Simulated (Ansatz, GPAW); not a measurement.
# Work function of B/Ti(0001) at several levels, part 3 of 3

How far do functional and basis move the work function of B/Ti(0001)?

GPAW 26.7.0 and Ansatz 0.2.0; Ansatz plane waves; slab in vacuum with a dipole correction, relaxation (the session's first sound run).

So far, upper work function (eV): step 2 (relaxing the atoms, PBE) 5.30; step 5 (self-consistent run: xc = "LDA") 5.47; step 6 (self-consistent run: xc = "vdW-DF2", GPAW, PAW setups, GPAW) 5.60; step 7 (real-space grid: mode = "fd", PBE, GPAW) 5.30; step 8 (atomic orbitals: mode = "lcao", PBE, GPAW) 5.27.

**10. A second plane-wave code**

A second program with its own datasets checks the number independently.

This step: Ansatz plane waves; slab in vacuum with a dipole correction (Ansatz 0.2.0).

input.yaml reads:

```yaml
crystal:
  lattice:
    - [2.95, 0.0, 0.0]
    - [1.475, 2.5547749412, 0.0]
    - [0.0, 0.0, 22.7741168345]
  atoms:
    - { symbol: Ti, position: [0.6666666667, 0.6666666667, 0.3073664744] }
    - { symbol: Ti, position: [0.0, 0.0, 0.4102156877] }
    - { symbol: Ti, position: [0.6666666667, 0.6666666667, 0.5122869935] }
    - { symbol: Ti, position: [0.0, 0.0, 0.6186414725] }
    - { symbol: B, position: [0.3333333333, 0.3333333333, 0.6838262527] }
kpoints:
  mp_grid: { grid: [12, 12, 1] }
hamiltonian:
  xc: pbe
scf:
  occupations: { method: fermi_dirac, width: 0.1 }
efield:
  axis: 3
  dipole_correction: true
  ramp_width: 0.05
output:
  forces: true
  write_potential: true
  write_density: true
  volumetric_format: npy
```

Launch:

```
$ ansatz run input.yaml --threads 4 --pin off --max-ram 8192MiB --backend cpu --events-out ev --progress --plain --runs-dir out
```

Numbers of over 12 decimals in the logs are rounded to 6 here.

The program printed:

```text
[...]
Crystal: 5 atoms, lattice volume = 171.639 Å³
Basis set: ecut = 420 eV, 3293 PW (Γ), exchange–correlation on 40×40×320 points (8 copies of the dense FFT grid, shifted against one another)
Bands: 31, of which v1, the nominal top of the filled ones, is band 26 counted from 1 (25 counted from 0)
Symmetry: 6 space group operations
[...]
k-points: 19 of 144 (time reversal used)
[...]
SCF iter   1: F=—  HF=-10151.385281 eV  |F-HF|=—  |Δ(HF+E_count)|=         —  Δρ=2.08e-2  dr2=2.28e1  ethr=1.77e-3  p=-0.021 e·Å  D=-2.19e-2 V/Å  ΔV_dip=0.50 eV  dr2_dipole=1.37e1  V_vac-E_F(+/−)=4.87/4.37 eV  ⟨swp⟩=7.2  Hψ=5903  notcnv=0
[...]
SCF iter   9: F=-10151.191026 eV  HF=-10151.191026 eV  |F-HF|=1.54e-9  |Δ(HF+E_count)|=   4.91e-8  Δρ=1.88e-6  dr2=1.43e-8  ethr=1.96e-10  p=-0.037 e·Å  D=-3.93e-2 V/Å  ΔV_dip=0.89 eV  dr2_dipole=3.32e-10  V_vac-E_F(+/−)=5.30/4.40 eV  ⟨swp⟩=10.9  Hψ=5295  notcnv=0
SCF 1 converged in 9 iterations: F = -10151.191026 eV  dr2 = 1.43e-8
[...]
SCF converged after 9 iterations
Free energy (F): -10151.191026 eV
[...]
Internal energy: -10150.957563 eV  (E = F + TS)
E sigma→0 (E₀):  -10151.074294 eV
Entropy (-TS):   -0.233462 eV (-46.692 meV/atom)
Fermi energy:    3.198244 eV
Dipole field:    D = -0.039325 V/Å  (p = -0.037301 e·Å, saw-weighted, corrected)
Work function:   Φ+ = 5.2974 eV   Φ− = 4.4018 eV
[...]
--- Forces (eV/Å), atoms counted from 1 ---
  atom   1  Ti     0.00000000     0.00000000     0.52367617
  atom   2  Ti    -0.00000000    -0.00000000    -0.52884976
  atom   3  Ti     0.00000000     0.00000000    -0.00114337
  atom   4  Ti     0.00000000     0.00000000     0.00789660
  atom   5  B     -0.00000000     0.00000000    -0.00153289
  max |Σ_I F_I| component: 4.68e-5 eV/Å
--- Band table (eV; the first three rows and the last of 19) ---
  k-point 0: bands = [... 22 lower, 3.2226, 3.6705, 3.7657, 3.7657, 3.8787, 3.9704, 3.9704, 4.0001, ... 6 higher]
  k-point 1: bands = [... 22 lower, 3.1574, 3.4215, 3.5818, 3.7448, 3.8571, 3.9173, 4.0777, 4.0819, ... 6 higher]
  k-point 2: bands = [... 22 lower, 2.8963, 3.0198, 3.3409, 3.4320, 3.7284, 4.0611, 4.0704, 4.2166, ... 6 higher]
  k-point 18: bands = [... 22 lower, 2.0856, 2.1315, 2.5526, 3.0701, 3.2947, 3.3084, 3.3511, 3.5168, ... 6 higher]
```

The job ended after 5.1 s (4 threads of Arm Neoverse V1, shared host; peak memory 0.48 GiB).

Reading the cycles: dr2 is the Hartree energy of the density residual (eV), the measure of convergence; HF is the Harris–Foulkes estimate of the energy, which meets the free energy F at convergence.

This step gave:

* upper work function: 5.297 eV
* lower work function: 4.402 eV
* dipole along the normal: -0.03730 e·Å
* dipole field: -0.03932 V/Å
* vacuum level below: 7.600 eV

The electrostatic potential energy of an electron (with the applied field's), less the Fermi level, planar mean oscillates, so the rows of the table below give means over windows of 2.28 Å about each position, cut where the curve ends. Its maxima inside the range that stand out by 2 % of the span (Å: eV): 8.1: -0.217, 10.5: -0.451, 12.8: 0.0737, 14.9: -4.41, 21.9: 5.30. Its minima: 7.0: -12.8, 9.4: -12.5, 11.7: -12.5, 14.1: -12.3, 15.5: -7.79.

Electrostatic potential energy of an electron (with the applied field's), less the Fermi level, planar mean against z; means over each step:

```tsv
z (Å)	electrostatic potential energy of an electron (with the applied field's), less the Fermi level, planar mean (eV)
1.14	4.44
3.42	4.35
5.70	-0.925
7.98	-6.44
10.26	-6.62
12.54	-6.01
14.82	-8.09
17.10	3.89
19.38	5.29
21.66	5.24
```

The valence density, planar mean oscillates, so the rows of the table below give means over windows of 2.42 Å about each position, cut where the curve ends. Its maxima inside the range that stand out by 2 % of the span (Å: e/Å³): 7.0: 1.49, 9.4: 1.48, 11.7: 1.50, 14.1: 1.51. Its minima: 8.1: 0.192, 10.5: 0.192, 13.0: 0.174.

Table of valence density, planar mean by z; means over each step:

```tsv
z (Å)	valence density, planar mean (e/Å³)
1.21	1.0e-5
3.63	0.00231
6.05	0.475
8.47	0.695
10.89	0.695
13.31	0.662
15.73	0.264
18.15	0.00377
20.57	3.5e-6
```

Force by atom:

```tsv
atom	x (eV/Å)	y (eV/Å)	z (eV/Å)	size
Ti1	0.000	0.000	0.524	0.524
Ti2	0.000	0.000	-0.529	0.529
Ti3	0.000	0.000	-0.001	0.001
Ti4	0.000	0.000	0.008	0.008
B5	0.000	0.000	-0.002	0.002
```

The upper face's work function is 5.297 eV, against 5.298 eV in the first plane-wave PBE run at this geometry.

**11. Side by side**

Results and costs are gathered.

This step: comparison of work functions, dipole and cost (GPAW 26.7.0).

Ladder, by row:

```tsv
step	code	work function, upper (eV)	work function, lower (eV)	dipole (e Å)	wall time (s)	peak memory (GiB)	threads
pw	GPAW	5.298	4.403	-0.0372	107.4	0.24	1
revPBE	GPAW	5.211	4.302	-0.03781	112	0.24	1
LDA	GPAW	5.475	4.586	-0.03696	102.3	0.24	1
vdW-DF2	GPAW	5.602	4.622	-0.04074	129.9	0.4	1
fd	GPAW	5.297	4.403	-0.03719	421.4	0.76	1
lcao	GPAW	5.271	4.392	-0.0366	1268	0.4	1
ansatz	Ansatz	5.297	4.402	-0.0373	5.09	0.479	4
```

**12. A changed run**

One more run, with changed settings.

This step: GPAW, PAW setups; slab in vacuum (GPAW 26.7.0).

run.py reads:

```python
import json
import numpy as np
from ase import Atoms
from gpaw import GPAW, PW

slab = Atoms(
    ['Ti', 'Ti', 'Ti', 'Ti', 'B'],
    positions=[
        [2.95000, 1.70318, 7.00000],
        [-0.00000, -0.00000, 9.34230],
        [2.95000, 1.70318, 11.66688],
        [-0.00000, -0.00000, 14.08901],
        [1.47500, 0.85159, 15.57354]],
    cell=[[2.95, 0.0, 0.0], [1.475, 2.55477, 0.0], [0.0, 0.0, 22.77412]],
    pbc=[True, True, False])

slab.calc = GPAW(mode=PW(500), xc='PBE', kpts={'size': (12, 12, 1), 'gamma': True},
                 occupations={'name': 'fermi-dirac', 'width': 0.1}, nbands='80%',
                 convergence={'density': 1e-05}, maxiter=75,
                 poissonsolver={'dipolelayer': 'xy'},
                 symmetry={'tolerance': 1e-3}, txt='slab.txt')
result = {}
energy = slab.get_potential_energy()
fermi = slab.calc.get_fermi_level()
v = slab.calc.get_electrostatic_potential().mean((0, 1)) - fermi
n = slab.calc.get_pseudo_density().mean((0, 1))
L = slab.cell[2, 2]
z = np.arange(len(v)) * L / len(v)
low, high = slab.positions[:, 2].min(), slab.positions[:, 2].max()
below, above = np.interp([low - 4.8, high + 4.8], z, v)
slopes = [np.interp(x, z, np.gradient(v, z)) for x in (low - 4.8, high + 4.8)]
eps = np.array([[slab.calc.get_eigenvalues(k, s) for k in range(len(slab.calc.get_ibz_k_points()))]
                for s in range(slab.calc.get_number_of_spins())]) - fermi
top, bottom = eps[eps < 0].max(), eps[eps > 0].min()
dipole = slab.get_dipole_moment()[2]
print(f'energy {energy:.4f} eV, Fermi level {fermi:.4f} eV, dipole {dipole:.5f} e A')
print(f'potential 4.8 A off the faces, from the Fermi level: lower {below:.4f} eV, upper {above:.4f} eV')
print(f'slope of the potential there: lower {slopes[0]:.5f}, upper {slopes[1]:.5f} eV/A')
print(f'nearest levels on the mesh: {top:.4f} and {bottom:.4f} eV')
print('magnetic moment', round(slab.get_magnetic_moment(), 3))
result.update(energy=energy, fermi=fermi, dipole=dipole, below=below, above=above, slopes=slopes, edges=[top, bottom],
              z=z.tolist(), v=v.tolist(), n=n.tolist(), positions=slab.positions.tolist(),
              forces=slab.get_forces(apply_constraint=False).tolist(), moments=slab.get_magnetic_moments().tolist())
json.dump(result, open('result.json', 'w'))
```

Launch:

```
$ OMP_NUM_THREADS=1 OPENBLAS_NUM_THREADS=1 python run.py
```

The program printed:

```text
ValueError: Too few bands!  Electrons: 51.0, bands: 80%
```

Elapsed: 0.96 s, on 1 thread; peak memory 0.1 GiB.

The program refused the input before any cycle.

The program's message: “ValueError: Too few bands! Electrons: 51.0, bands: 80%”

The change that led to it: nbands = "80 % of the filled bands".

**13. Summary of results**

| Item | Value |
| --- | --- |
| work function, upper and lower face | 5.298 and 4.403 eV |
| dipole along the normal | -0.0372 e Å |

In words: With plane waves and PBE the work function is 5.30 eV on the upper face and 4.40 eV on the lower. The two faces differ by 0.89 eV, the step that the slab's dipole makes (e p/(ε0 A) gives 0.89 eV), so the dipole layer is needed. Over the sound runs of the table the upper face's work function spans 5.211 (revPBE) to 5.602 eV (vdW-DF2). The two plane-wave codes differ by 1.7e-4 eV on the upper face. The cell of 7.54 Å² holds one B, started on one chosen site; other sites and coverages weren't tried. The runs had no spin polarisation, so a magnetic state, which thin layers of d-metal atoms can have, wasn't tested. The in-plane lattice was kept as typed, which isn't the functional's own and leaves some strain; spin-orbit coupling and temperature are left out.

[Logs are printed without paths, hosts, clocks, repeated set-up lines and the standing remarks that a program may print on its own settings, such as how far it seeks lower states.]

[Hosts, paths, dates, database ids (printed as entryN), source tags and the programs' standing remarks are cut or masked in the printed files.]
